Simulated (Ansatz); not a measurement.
# ZrB2 (P6/mmm) in Ansatz: further runs

The runs below take ZrB2 through single point, with PBE.

All numbers are computed with Ansatz 0.2.0; they aren't measurements. Logs are shortened: lines on timing, memory, paths and dates and some standing lists are left out, and cuts for length are marked.

### 1 Starting point

The structure is hexagonal, space group P6/mmm (No. 191). The conventional cell has a = 3.170 Å, b = 3.170 Å, c = 3.533 Å, α = 90.00°, β = 90.00°, γ = 120.00°. Around Zr (site symmetry 6/mmm) lie 12 B at 2.54 Å. B (site symmetry -6m2) has 3 B at 1.83 Å as nearest neighbours.

### 2 Single point, PBE

The input, input.yaml:

```yaml
crystal:
  lattice:
    - [3.17, 0.0, 0.0]
    - [-1.585, 2.74530053, 0.0]
    - [0.0, 0.0, 3.533]
  atoms:
    - { symbol: Zr, position: [0.0, 0.0, 0.0] }
    - { symbol: B, position: [0.6666666667, 0.3333333333, 0.5] }
    - { symbol: B, position: [0.3333333333, 0.6666666667, 0.5] }
hamiltonian:
  xc: pbe
  pseudopotentials: { kind: paw }
kpoints:
  mp_grid: { grid: [10, 10, 8] }
scf:
  occupations: { method: gaussian, width: 0.023 }
output:
  forces: true
  stress: true
  eigenvalues: true
```

Potentials or basis: Ansatz PAW.

Command:

```bash
ansatz run input.yaml --threads 2 --pin off --max-ram 5632MiB --backend cpu --events-out ev --progress --plain --runs-dir out
```

The program printed:

```text
Warning: RAYON_NUM_THREADS=2 ignored (pool sized by the plan → 2); use --threads N
Engine: ansatz 0.2.0, x86_64-unknown-linux-gnu
Pseudopotentials: kind: paw
Pseudopotential: Zr, paw, valence charge 12, recommended cutoff 420 eV (normal), Zr.paw.azcp
Pseudopotential: B, paw, valence charge 3, recommended cutoff 420 eV (normal), B.paw.azcp
Functional definition: PBE
  parameter kappa = 0.804
  parameter beta = 0.06672455060314922
  exchange = pbe_x(kappa = kappa, mu = beta*pi^2/3)
  correlation = pbe_c(beta = beta)
Crystal: 3 atoms, lattice volume = 30.746 Å³
Basis set: ecut = 420 eV, 575 PW (Γ), exchange–correlation on 48×48×48 points (8 copies of the dense FFT grid, shifted against one another)
Bands: 13, of which v1, the nominal top of the filled ones, is band 9 counted from 1 (8 counted from 0)
Symmetry: 24 space group operations
Space group: P6/mmm (ITA 191), of the structure as read, at distance tolerance 3.1e-5 Å
k-points: 70 of 800
Non-local potential: Zr, projectors of the file, l = 0: 3, l = 1: 2, l = 2: 2, l = 3: 2
Non-local potential: B, projectors of the file, l = 0: 2, l = 1: 2, l = 2: 1
PAW form: soft (Blöchl's): semilocal exchange-correlation on the pseudo side does not see the compensation charge
PAW one-centre angular grid: Zr, 590 points (default); XC on 64 Gauss nodes
PAW one-centre angular grid: B, 110 points (default); XC on 64 Gauss nodes
Initial density: superposition of atomic densities (neutral atoms: chi_scale 0, normalization atom), corrected by the library's trained network
Initial wavefunctions: pseudopotential atomic-orbital guess
Functional: x = pbe(κ = 0.804, μ = 0.2195149727645171), c = pbe(β = 0.06672455060314922)
SCF iter   1: F=—  HF=-4498.717229 eV  |F-HF|=—  |Δ(HF+E_count)|=         —  Δρ=1.64e-3  dr2=4.64e-4  ethr=1.77e-3  ⟨swp⟩=5.6  Hψ=4573  notcnv=0
preconditioner: auto → none  [metal: Δε(μ)=0.023 eV  Ē_g=8.843 eV  σ=0.023 eV  W_gap=0.42  n_scr=8 (ndim 8)  ℏωp=21.2 eV  f_vac=0.000  D(μ)=1.02/eV (n_scr^D=8)  sad-step TF]
SCF iter   2: F=—  HF=-4498.717200 eV  |F-HF|=—  |Δ(HF+E_count)|=   2.93e-5  Δρ=9.41e-4  dr2=2.10e-4  ethr=2.58e-6  ⟨swp⟩=2.0  Hψ=2030  notcnv=0
SCF iter   3: F=—  HF=-4498.717212 eV  |F-HF|=—  |Δ(HF+E_count)|=   1.24e-5  Δρ=3.18e-4  dr2=2.71e-5  ethr=1.17e-6  ⟨swp⟩=2.1  Hψ=1274  notcnv=0  defer=1
SCF iter   4: F=—  HF=-4498.717216 eV  |F-HF|=—  |Δ(HF+E_count)|=   3.18e-6  Δρ=1.03e-4  dr2=2.07e-6  ethr=1.51e-7  ⟨swp⟩=2.9  Hψ=1537  notcnv=0  defer=1
SCF iter   5: F=—  HF=-4498.717215 eV  |F-HF|=—  |Δ(HF+E_count)|=   5.23e-7  Δρ=4.99e-5  dr2=5.60e-7  ethr=1.15e-8  ⟨swp⟩=2.0  Hψ=1531  notcnv=0  defer=1
SCF iter   6: F=-4498.717215 eV  HF=-4498.717215 eV  |F-HF|=4.39e-8  |Δ(HF+E_count)|=   2.12e-7  Δρ=1.59e-5  dr2=5.56e-8  ethr=5.56e-10  ⟨swp⟩=3.0  Hψ=3480  notcnv=0
SCF 1 converged in 6 iterations: F = -4498.717215 eV  dr2 = 5.56e-8
SCF converged after 6 iterations
Free energy (F): -4498.717215 eV
Harris-Foulkes:  -4498.717215 eV  (|F-HF|=4.39e-8)
Internal energy: -4498.716954 eV  (E = F + TS)
E sigma→0 (E₀):  -4498.717085 eV
Entropy (-TS):   -0.000261 eV (-0.087 meV/atom)
Fermi energy:    15.670687 eV
--- Per-component energies (eV) ---
  E_band       = -25.264229
  E_kinetic    = 435.201042
  E_local      = -556.497476  (includes V_loc(G=0)·N_el)
  E_nonlocal   = 100.557418
  E_hartree    = 176.059408
  E_xc         = -228.961264
  E_vxc        = -271.358104  (∫ρ·V_xc dr)
  E_paw        = -3110.891479  (= ΣΔE_a)
  E_vpaw       = -85.280477  (= ΣTr[D̂ρ^β])
  E_aug_tail   = 0.000016  (compensation charges beyond the density's cutoff)
  E_ewald      = -1314.184620
  E_smearing   = -0.000261  (= −TS)
  E_closure    = 0.000000  (closes the sum)
  Σ components = -4498.717215   (vs F -4498.717215, Δ=0.00e0)
--- Forces (eV/Å), atoms counted from 1 ---
  atom   1  Zr     0.00000000     0.00000000     0.00000000
  atom   2  B     -0.00000000     0.00000000     0.00000000
  atom   3  B      0.00000000     0.00000000     0.00000000
  max |Σ_I F_I| component: 1.29e-31 eV/Å
--- Stress (GPa, compression-positive) ---
        0.388459       0.000000       0.000000
        0.000000       0.388459       0.000000
        0.000000       0.000000       1.581687
  P = ⅓ Tr σ = 0.7862 GPa (7.862 kbar)
--- Band table (eV; the first three rows and the last of 70) ---
  k-point 0: bands = ["-32.8354", "-11.0202", "-10.4727", "-10.4727", "3.0653", "13.1646", "13.1646", "13.2096", "13.4481", "19.1896", "19.1896", "19.9656", "19.9656"]
  k-point 1: bands = ["-32.8326", "-11.0754", "-10.4690", "-10.4690", "3.2940", "11.9786", "13.3111", "13.3111", "14.6094", "18.2235", "18.2235", "19.5014", "19.5014"]
  k-point 2: bands = ["-32.8258", "-11.2057", "-10.4599", "-10.4599", "3.9085", "10.6023", "13.7373", "13.7373", "15.8753", "17.0944", "17.0944", "18.4179", "18.4179"]
  k-point 69: bands = ["-32.6888", "-11.1505", "-11.1125", "-10.9785", "6.6049", "7.5637", "10.9009", "13.0314", "13.0845", "19.8037", "21.5012", "21.8724", "22.0167"]
```

Run time: 2.9 s. Hardware: 2 threads of Intel Xeon at 2.70GHz, shared host; peak memory 0.35 GiB.

Results:

| Property | Result |
| --- | --- |
| Free energy | -4498.7172 eV |
| Pressure | 0.8 GPa |
| Band gap on the k mesh | none (metal or under the smearing width) |

Stress tensor (GPa, compression positive):
```
0.39 0.00 0.00
0.00 0.39 0.00
0.00 0.00 1.58
```

### 3 Single point, PBE

Edit input.yaml of step 2 so:

```diff
@@ -15,3 +15,3 @@
 scf:
-  occupations: { method: gaussian, width: 0.023 }
+  occupations: { method: gaussian, width: 0.024 }
 output:
```

Potentials or basis: Ansatz PAW.

Command:

```bash
ansatz run input.yaml --threads 2 --pin off --max-ram 5632MiB --backend cpu --events-out ev --progress --plain --runs-dir out
```

It took 1.3 s on 2 threads of Intel Xeon at 2.70GHz, shared host; peak memory 0.35 GiB.

It converged, with:

```
Free energy            : -4498.7172 eV
Pressure               : 0.8 GPa
Band gap on the k mesh : none (metal or under the smearing width)
```

Stress tensor (GPa, compression positive):
```
0.39 0.00 0.00
0.00 0.39 0.00
0.00 0.00 1.58
```

Levels at points of the mesh, in eV from the Fermi level:
| k point | band 6 | band 7 | band 8 | band 9 | band 10 | band 11 | band 12 | band 13 |
| --- | --- | --- | --- | --- | --- | --- | --- | --- |
| (0.00, 0.00, 0.00) | -2.51 | -2.51 | -2.46 | -2.22 | 3.52 | 3.52 | 4.29 | 4.29 |
| (0.00, 0.00, -0.50) | -6.84 | -0.84 | -0.84 | 0.45 | 0.45 | 0.90 | 0.90 | 1.95 |
| (0.00, -0.50, 0.00) | -8.39 | -3.77 | -2.93 | -2.56 | 2.36 | 2.43 | 5.04 | 5.11 |
| (0.00, -0.50, -0.50) | -6.87 | -4.48 | -4.01 | -1.88 | 3.86 | 4.20 | 5.41 | 6.35 |

### 4 Single point, PBE

Edit input.yaml of step 3 so:

```diff
@@ -15,3 +15,3 @@
 scf:
-  occupations: { method: gaussian, width: 0.024 }
+  occupations: { method: gaussian, width: 0.025 }
 output:
```

Command:

```bash
ansatz run input.yaml --threads 2 --pin off --max-ram 5632MiB --backend cpu --events-out ev --progress --plain --runs-dir out
```

Run time: 1.4 s. Hardware: 2 threads of Intel Xeon at 2.70GHz, shared host; peak memory 0.35 GiB.

It converged, with:

- Free energy: -4498.7172 eV
- Pressure: 0.8 GPa
- Band gap on the k mesh: none (metal or under the smearing width)

Stress tensor (GPa, compression positive):
```
0.39 0.00 0.00
0.00 0.39 0.00
0.00 0.00 1.58
```

Levels at points of the mesh, in eV from the Fermi level:
| k point | band 6 | band 7 | band 8 | band 9 | band 10 | band 11 | band 12 | band 13 |
| --- | --- | --- | --- | --- | --- | --- | --- | --- |
| (0.00, 0.00, 0.00) | -2.51 | -2.51 | -2.46 | -2.22 | 3.52 | 3.52 | 4.29 | 4.29 |
| (0.00, 0.00, -0.50) | -6.84 | -0.84 | -0.84 | 0.45 | 0.45 | 0.90 | 0.90 | 1.95 |
| (0.00, -0.50, 0.00) | -8.39 | -3.77 | -2.93 | -2.56 | 2.35 | 2.43 | 5.04 | 5.11 |
| (0.00, -0.50, -0.50) | -6.87 | -4.48 | -4.01 | -1.88 | 3.86 | 4.20 | 5.41 | 6.35 |

### 5 Single point, PBE

Edit input.yaml of step 4 so:

```diff
@@ -15,3 +15,3 @@
 scf:
-  occupations: { method: gaussian, width: 0.025 }
+  occupations: { method: gaussian, width: 0.026 }
 output:
```

Command:

```bash
ansatz run input.yaml --threads 2 --pin off --max-ram 5632MiB --backend cpu --events-out ev --progress --plain --runs-dir out
```

Wall time 1.5 s (2 threads of Intel Xeon at 2.70GHz, shared host); peak memory 0.35 GiB.

Results (log left out):

* Free energy: -4498.7172 eV
* Pressure: 0.8 GPa
* Band gap on the k mesh: none (metal or under the smearing width)

Stress tensor (GPa, compression positive):
```
0.39 0.00 0.00
0.00 0.39 0.00
0.00 0.00 1.58
```

Levels at points of the mesh, in eV from the Fermi level:
```tsv
k point	band 5	band 6	band 7	band 8	band 9	band 10	band 11	band 12	band 13
(0.00, 0.00, 0.00)	-12.61	-2.51	-2.51	-2.46	-2.22	3.52	3.52	4.29	4.29
(0.00, 0.00, -0.50)	-10.57	-6.84	-0.84	-0.84	0.45	0.45	0.90	0.90	1.95
(0.00, -0.50, 0.00)	-8.84	-8.39	-3.77	-2.93	-2.56	2.35	2.43	5.04	5.11
(0.00, -0.50, -0.50)	-9.80	-6.87	-4.49	-4.01	-1.88	3.86	4.20	5.41	6.35
```

### 6 Single point, PBE

Edit input.yaml of step 5 so:

```diff
@@ -15,3 +15,3 @@
 scf:
-  occupations: { method: gaussian, width: 0.026 }
+  occupations: { method: gaussian, width: 0.027 }
 output:
```

Potentials or basis: Ansatz PAW.

Command:

```bash
ansatz run input.yaml --threads 2 --pin off --max-ram 5632MiB --backend cpu --events-out ev --progress --plain --runs-dir out
```

Wall time 1.5 s (2 threads of Intel Xeon at 2.70GHz, shared host); peak memory 0.35 GiB.

It converged, with:

```
Free energy            : -4498.7173 eV
Pressure               : 0.8 GPa
Band gap on the k mesh : none (metal or under the smearing width)
```

Stress tensor (GPa, compression positive):
```
0.39 0.00 0.00
0.00 0.39 0.00
0.00 0.00 1.58
```

Levels at points of the mesh, in eV from the Fermi level:
```tsv
k point	band 7	band 8	band 9	band 10	band 11	band 12
(0.00, 0.00, 0.00)	-2.51	-2.46	-2.22	3.52	3.52	4.29
(0.00, 0.00, -0.50)	-0.84	-0.84	0.45	0.45	0.90	0.90
(0.00, -0.50, 0.00)	-3.77	-2.93	-2.56	2.35	2.42	5.04
(0.00, -0.50, -0.50)	-4.49	-4.01	-1.88	3.86	4.20	5.41
```

### 7 The runs side by side

| smearing | gap on the mesh (eV) | pressure (GPa) |
| --- | --- | --- |
| gaussian 0.023 eV | none | 0.8 |
| gaussian 0.024 eV | none | 0.8 |
| gaussian 0.025 eV | none | 0.8 |
| gaussian 0.026 eV | none | 0.8 |
| gaussian 0.027 eV | none | 0.8 |

Alike in all rows: task single point; level PBE; potentials or basis Ansatz PAW; no spin polarisation; cell as given; k mesh 10 × 10 × 8; cutoff (eV) 420.

Every run on the cell as given and a fine mesh finds a metal.

Total energies depend on the potentials used, so only differences within one code and one set of settings carry meaning.
